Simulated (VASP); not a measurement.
Li2S: phonons with PBEsol

Crystal: Li2S.

```
Li S
1.0
     0.00000    2.82695    2.82695
     2.82695    0.00000    2.82695
     2.82695    2.82695    0.00000
Li S
2 1
Direct
  0.25000 0.25000 0.25000
  0.75000 0.75000 0.75000
  0.00000 0.00000 0.00000
```

| Item | Value |
| --- | --- |
| Program | VASP 6.6.1 |
| Task | phonons |
| Functional | PBEsol |
| Potentials or basis | VASP PAW PBE potentials, release 64 (Li_sv, S) |
| Cutoff | 600 eV |
| k mesh | 8 × 8 × 8 |
| Occupations | gaussian, width 0.03 eV |
| Spin | no spin polarisation |
| By perturbation theory | no |
| Further INCAR settings | ALGO = Normal; EDIFF = 1e-08; IBRION = 6; POTIM = 0.015; NSW = 1 |

- Highest phonon frequency at Γ, LO-TO splitting left out: 384 cm⁻¹

Phonon frequencies in cm⁻¹ (negative: imaginary):
```csv
q point,frequencies
"(0.000, 0.000, 0.000)",0 0 0 337 337 337 384 384 384
```

Run time: 56 s on 2 MPI ranks on Intel(R) Xeon(R) Platinum 8488C (Sapphire Rapids), with other jobs on the host, peak memory 0.22 GiB a rank.
